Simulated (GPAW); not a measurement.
# SiC (Moissanite) (P6_3mc) in GPAW: further runs

One crystal, SiC (Moissanite), is run at these levels: PBE, BEEF-vdW, TASK, LDA; tasks: equation of state, band structure.

Everything below comes from runs of GPAW 26.7.0. Logs are shortened: lines on timing, memory, paths and dates and some standing lists are left out, and cuts for length are marked. The log counts tension as positive stress, the text compression.

### Step 1. Starting point

It takes space group P6_3mc (No. 186, hexagonal). Conventional cell: a = 3.076 Å, b = 3.076 Å, c = 5.048 Å, α = 90.00°, β = 90.00°, γ = 120.00°. Si (site symmetry 3m) is surrounded by 4 C at 1.87 to 1.94 Å. Around C (site symmetry 3m) lie 4 Si at 1.87 to 1.94 Å.

### Step 2. Equation of state, PBE

Input file run.py:

```python
from ase.eos import EquationOfState
from ase.io import Trajectory
from ase.spacegroup import crystal
from ase.units import GPa
from gpaw import GPAW

# Si 2b
# C 2b
atoms = crystal(['Si', 'C'],
                basis=[[0.6666666667, 0.3333333333, 0.5],
                       [0.6666666667, 0.3333333333, 0.885]],
                spacegroup=186, setting=1,  # P6_3mc
                cellpar=[3.076, 3.076, 5.048, 90.0, 90.0, 120.0],
                primitive_cell=True)

traj = Trajectory('eos.traj', 'w')
volumes, energies = [], []
for x in [0.94, 0.96, 0.98, 1.0, 1.02, 1.04, 1.06]:
    a = atoms.copy()
    a.set_cell(atoms.cell * x**(1 / 3), scale_atoms=True)
    calc = GPAW(mode='lcao',
                h=0.18,
                basis='dzp',
                xc='PBE',
                kpts={'size': (7, 7, 4), 'gamma': True},
                occupations={'name': 'fermi-dirac', 'width': 0.05},
                convergence={'density': 1e-05, 'energy': 1e-05},
                maxiter=150,
                txt=f'eos-{x:.2f}.txt')
    a.calc = calc
    energies.append(a.get_potential_energy(force_consistent=True))
    volumes.append(a.get_volume())
    calc.write(f'eos-{x:.2f}.gpw')
    traj.write(a)
    print(f'{x:.2f} {volumes[-1]:10.4f} A^3 {energies[-1]:14.6f} eV', flush=True)

v0, e0, B = EquationOfState(volumes, energies, eos='birchmurnaghan').fit()
print(f'V0 = {v0:.4f} A^3, E0 = {e0:.6f} eV, B0 = {B / GPa:.2f} GPa')
```

Potentials or basis: GPAW PAW data sets (gpaw-data 1.2.1), lcao:dzp.

Started as:

```sh
OMP_NUM_THREADS=1 python run.py
```

Output:

```text
__  _  _
 | _ |_)|_||  |
 |__||  | ||/\| - 26.7.0

Input parameters:
  mode=LCAO(),
  basis={'default': 'dzp'},
  convergence={'density': 1e-05, 'energy': 1e-05},
  h=0.18,
  kpts=MonkhorstPack(size=(7, 7, 4), gamma=True),
  maxiter=150,
  occupations=Occupations(name='fermi-dirac', width=0.05),
  xc=XC(name='PBE')

           C

           Si
        C

        Si

Atoms  # Å, Bohr magnetons
|   | symbol |         x |        y |        z |    initial magnetic moments |
|---|--------|-----------|----------|----------|-----------------------------|
| 0 |     Si |  1.506603 | 0.869838 | 2.472475 | ( 0.0000,  0.0000,  0.0000) |
| 1 |     Si | -0.000000 | 1.739676 | 0.000000 | ( 0.0000,  0.0000,  0.0000) |
| 2 |      C |  1.506603 | 0.869838 | 4.376281 | ( 0.0000,  0.0000,  0.0000) |
| 3 |      C | -0.000000 | 1.739676 | 1.903806 | ( 0.0000,  0.0000,  0.0000) |

Unit cell  # Å
| periodic |         x |        y |        z |  lengths |     angles |
|----------|-----------|----------|----------|----------|------------|
|      yes |  3.013207 | 0.000000 | 0.000000 | 3.013207 |  90.000000 |
|      yes | -1.506603 | 2.609514 | 0.000000 | 3.013207 |  90.000000 |
|      yes |  0.000000 | 0.000000 | 4.944951 | 4.944951 | 120.000000 |

Number of symmetries: 6
Symmetry operations  # r_c * U_cc + t_c -> r_c
|   | kind |            matrix            |
|---|------|------------------------------|
| 0 |  σ   |  1, 1, 0,  0,-1, 0,  0, 0, 1 |
| 1 |  E   |  1, 0, 0,  0, 1, 0,  0, 0, 1 |
| 2 |  C3  |  0, 1, 0, -1,-1, 0,  0, 0, 1 |
| 3 |  σ   |  0,-1, 0, -1, 0, 0,  0, 0, 1 |
| 4 |  σ   | -1, 0, 0,  1, 1, 0,  0, 0, 1 |
| 5 |  C3  | -1,-1, 0,  1, 0, 0,  0, 0, 1 |

BZ-sampling:
  Number of BZ points: 196
  Number of IBZ points: 28

  Monkhorst-Pack size: [7, 7, 4]
  Monkhorst-Pack shift: [0.0, 0.0, 0.125]

K-points  # in reciprocal-cell coordinates
|     |                                coordinates |     weight |
|-----|--------------------------------------------|------------|
|   0 | (  0.00000000,   0.00000000,   0.00000000) | 0.00510204 |
|   1 | (  0.00000000,   0.00000000,   0.25000000) | 0.01020408 |
|   2 | (  0.00000000,   0.00000000,   0.50000000) | 0.00510204 |
|   3 | (  0.14285714,   0.00000000,  -0.25000000) | 0.03061224 |
|   4 | (  0.14285714,   0.00000000,   0.00000000) | 0.03061224 |
|   5 | (  0.14285714,   0.00000000,   0.25000000) | 0.03061224 |
|   6 | (  0.14285714,   0.00000000,   0.50000000) | 0.03061224 |
|   7 | (  0.28571429,  -0.14285714,   0.00000000) | 0.03061224 |
|   8 | (  0.28571429,  -0.14285714,   0.25000000) | 0.06122449 |
|   9 | (  0.28571429,  -0.14285714,   0.50000000) | 0.03061224 |
| ... |                                            |            |
|  27 | (  0.42857143,   0.42857143,   0.50000000) | 0.03061224 |

basis functions: 52
Spin-components: 1 (collinear spins)
Bands:           14
Projectors:      20
Spin-degeneracy: 2
Datatype:        <class 'complex'>

Parallelization:
  kpt:    1
  domain: 1
  band:   1

Density:
  Valence electrons: 16.0
  Components: 1
[... 197 lines left out ...]
    |------|--------|-------------|----------|
    |   3s |  2.000 |     -10.812 |    1.058 |
    |   3p |  2.000 |      -4.081 |    1.058 |
    |    s |        |      16.399 |    1.058 |
    |    p |        |      23.130 |    1.058 |
    |    d |        |       0.000 |    1.058 |

    LCAO basis set for Si:
      Name: dzp
      File: <dir>
      Number of radial functions: 5
      Number of spherical harmonics: 13
        l=0, rc=6.8594 Bohr: 3s-sz confined orbital
        l=1, rc=9.0625 Bohr: 3p-sz confined orbital
        l=0, rc=3.8906 Bohr: 3s-dz split-valence wave
        l=1, rc=5.2344 Bohr: 3p-dz split-valence wave
        l=2, rc=9.0625 Bohr: d-type Gaussian polarization
      Number of RI-basis functions 0

  C:
    name:    Carbon
    Z:       6.0
    valence: 4
    core:    2
    charge:  0.0  # [|e|]
    compensation charges:
      type: gauss
      rc: 0.20  # [Å]
      lmax: 2
    cutoffs:
      filter: 1.14  # [Å]
      core: 1.14  # [Å]
    projectors
    | kind |    occ | energy [eV] | rcut [Å] |
    |------|--------|-------------|----------|
    |   2s |  2.000 |     -13.751 |    0.635 |
    |   2p |  2.000 |      -5.284 |    0.635 |
    |    s |        |      13.461 |    0.635 |
    |    p |        |      21.927 |    0.635 |
    |    d |        |       0.000 |    0.635 |

    LCAO basis set for C:
      Name: dzp
      File: <dir>
      Number of radial functions: 5
      Number of spherical harmonics: 13
        l=0, rc=5.5469 Bohr: 2s-sz confined orbital
        l=1, rc=6.6719 Bohr: 2p-sz confined orbital
        l=0, rc=3.0312 Bohr: 2s-dz split-valence wave
        l=1, rc=3.7500 Bohr: 2p-dz split-valence wave
        l=2, rc=6.6719 Bohr: d-type Gaussian polarization
      Number of RI-basis functions 0

Reference energy: -17827.944731  # eV

eigensolver:
  <gpaw.new.lcao.eigensolver.LCAOEigensolver object>
density mixing:
  MSR1-Mixer
  Pratt-step length: 0.05
  Maximum mixing coefficient: 0.75
  Old densities: 10
  SVD Regularization: 0.005
  Good broyden scale: 1.0
  Trust region scale: 1.0
  Backstep threshold: 4.0
  History deletion threshold: 6.0
  Fourier metric: weight=20.0, sigma=0.015

occupation numbers:
  Fermi-Dirac:
    width: 0.0500  # eV

FastPoissonSolver using
    Stencil: 8*3+1=25 point O(h^6) finite-difference Laplacian
    FFT axes: [np.int64(0), np.int64(1), np.int64(2)]
    FST axes: []

xc functional:
  name: PBE with 2 nearest neighbor stencil
interpolation: tri-quintic # 5. degree polynomial

convergence criteria:
- Maximum integral of absolute [dens]ity change: 1e-05 electrons / valence electron
- Maximum [total energy] change in last 3 cyles: 1e-05 eV / valence electron
- Maximum integral of absolute [eigenst]ate change: 4e-08 eV^2 / valence electron
maximum number of iterations: 150

SCF iterations
|iter     | |      energy | eigst |  dens |
|---------|-|-------------|-------|-------|
|iter:   1| |  -31.529208 |      c|       |
|iter:   2| |  -30.938964 |      c| -0.60 |
|iter:   3| |  -28.917819 |      c| -0.65 |
|iter:   4| |  -28.938507 |      c| -1.36 |
|iter:   5| |  -28.945017 |      c| -1.72 |
|iter:   6| |  -28.945013 |      c| -2.96 |
|iter:   7| |  -28.945013c|      c| -3.50 |
|iter:   8| |  -28.945013c|      c| -4.74 |
|iter:   9| |  -28.945013c|      c| -5.30c|

Converged in 9 steps
Energy contributions relative to reference atoms: (reference = -17827.944731)

Energy contributions:
  Kinetic:          45.484672
  Coulomb:         -36.625171
  Zero:              0.011386
  External:          0.000000
  Xc:              -37.815900
  Entropy:          -0.000000
  Spinorbit:         0.000000
  ----------------------------
  Free energy:     -28.945013
  Extrapolated:    -28.945013

dipole moment: (0.000000, -0.000000, -8.641301)  # |e|*Ang

Fermi level: 10.319
Eigenvalues  # (at kpt = [0.000, 0.000, 0.000])
| band index |      eig [eV] | occ [0-2] |
|------------|---------------|-----------|
|          0 |        -6.968 |     2.000 |
|          1 |        -3.228 |     2.000 |
|          2 |         0.201 |     2.000 |
|          3 |         7.718 |     2.000 |
|          4 |         7.720 |     2.000 |
|          5 |         9.078 |     2.000 |
|          6 |         9.080 |     2.000 |
|          7 |         9.402 |     2.000 |
|          8 |        14.622 |     0.000 |
|          9 |        16.199 |     0.000 |
|         10 |        16.199 |     0.000 |
|         11 |        16.228 |     0.000 |
|         12 |        17.676 |     0.000 |
|         13 |        18.522 |     0.000 |

Gap: 2.621 eV
Transition (v -> c):
  (s=0, k=0, n=7, [0.00, 0.00, 0.00]) -> (s=0, k=22, n=8, [0.43, 0.29, 0.00])
Direct/indirect transitions are different
Direct gap: 4.339 eV
Transition at: (s=0, k=19, n=7, [0.43, 0.00, 0.00])
# Writing to eos-0.94.gpw (mode='')
```

It took 9.1 min on 1 thread of Arm Neoverse V2, shared host; peak memory 0.26 GiB.

What came out:

* Equilibrium volume: 10.66 Å³/atom
* Bulk modulus at fixed shape and positions: 212 GPa
* Pressure derivative of the bulk modulus: 3.9 (rough: it moves with the points fitted)

Energy against volume, from the lowest point:
```csv
volume (Å³/atom),energy (meV/atom)
9.721,62.35
9.927,36.39
10.134,17.68
10.341,5.71
10.548,0.07
10.755,0.00
10.961,4.78
```

Caveat: the cell was scaled at fixed shape and fractional positions, which overstates the stiffness of a crystal with free parameters, most of all of layers and chains; the basis of atomic orbitals isn't converged, which shifts pressures, moduli and gaps.

[end of part 1 of 2]
